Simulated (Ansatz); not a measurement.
Level of theory: Ansatz, DFT PBE, scalar-relativistic, plane waves, PAW. All cells share a 420 eV cutoff and Γ-centred k meshes spaced at most about 0.3 Å⁻¹ (about 0.25 or finer for metals, 2π included). No spin polarisation.

Each guess is relaxed in cell and atoms at zero pressure, on a coarse mesh first where it starts far from rest and then on a converged one. The steps can't lower the symmetry of the start, but it can rise. Energies are static (0 K, no zero-point motion).

Two unrelaxed guesses for AlH4:

Guess 1.

```cif
data_structure
_symmetry_space_group_name_H-M 'P-6m2'
_symmetry_Int_Tables_number 187
_cell_length_a 3.1070
_cell_length_b 3.1070
_cell_length_c 6.7900
_cell_angle_alpha 90.000
_cell_angle_beta 90.000
_cell_angle_gamma 120.000
_cell_volume 56.76
loop_
_atom_site_label
_atom_site_type_symbol
_atom_site_symmetry_multiplicity
_atom_site_Wyckoff_symbol
_atom_site_fract_x
_atom_site_fract_y
_atom_site_fract_z
_atom_site_occupancy
Al1 Al 1 a 0.00000 0.00000 0.00000 1
H1 H 1 d 0.33333 0.66667 0.50000 1
H2 H 2 h 0.33333 0.66667 0.21843 1
H3 H 1 c 0.33333 0.66667 0.00000 1
```

Guess 2.

```cif
data_structure
_symmetry_space_group_name_H-M 'P6/mmm'
_symmetry_Int_Tables_number 191
_cell_length_a 3.2054
_cell_length_b 3.2054
_cell_length_c 3.1942
_cell_angle_alpha 90.000
_cell_angle_beta 90.000
_cell_angle_gamma 120.000
_cell_volume 28.42
loop_
_atom_site_label
_atom_site_type_symbol
_atom_site_symmetry_multiplicity
_atom_site_Wyckoff_symbol
_atom_site_fract_x
_atom_site_fract_y
_atom_site_fract_z
_atom_site_occupancy
Al1 Al 1 a 0.00000 0.00000 0.00000 1
H1 H 2 c 0.33333 0.66667 0.00000 1
H2 H 2 e 0.00000 0.00000 0.34905 1
```

Problem. Do they relax into the same structure? If not, which is lower?

Solution. No. Guess 2 ends lower, by 173 meV/atom. Guess 1: P-6m2 at 11.4 Å³/atom → P-6m2 at 9.1 Å³/atom; Guess 2: P6/mmm at 5.7 Å³/atom → P6/mmm at 8.7 Å³/atom. Counting H atoms around Al (those within 1.25 times the shortest such distance or 1.15 times the sum of covalent radii), the end of guess 1 has Al 3 and the end of guess 2 has Al 8. End of guess 1. Conventional cell: a = 3.041 Å, c = 5.680 Å. Al has 3 H at 1.76 Å; H on a site of symmetry -6m2 has 2 H at 0.98 Å; around H on a site of symmetry 3m lie 1 H at 0.98 Å, 1 H at 1.86 Å and 1 H at 1.96 Å; 1 more site not described. End of guess 2. Conventional cell: a = 3.304 Å, c = 4.627 Å. Al is surrounded by 8 H at 1.81–1.91 Å; around H on a site of symmetry -6m2 lie 3 Al at 1.91 Å and 3 H at 1.91 Å; H on a site of symmetry 6mm is surrounded by 1 H at 1.00 Å and 1 Al at 1.81 Å.

Ends held by symmetry can be saddle points. Neither end is the lowest form computed: that has space group P1 (No. 1) and lies 0.32 eV/atom below the better end. Even the lowest of the cells shown lies +0.43 eV/atom against the elements. Weakly bound directions are ill-defined at this level, which has no dispersion term (P-6m2), and this can change margins and order among such cells. With hydrogen, zero-point motion can shift such differences by 10 meV/atom or more. Some candidate types were left out of the draw beforehand, so a known form may be missing.
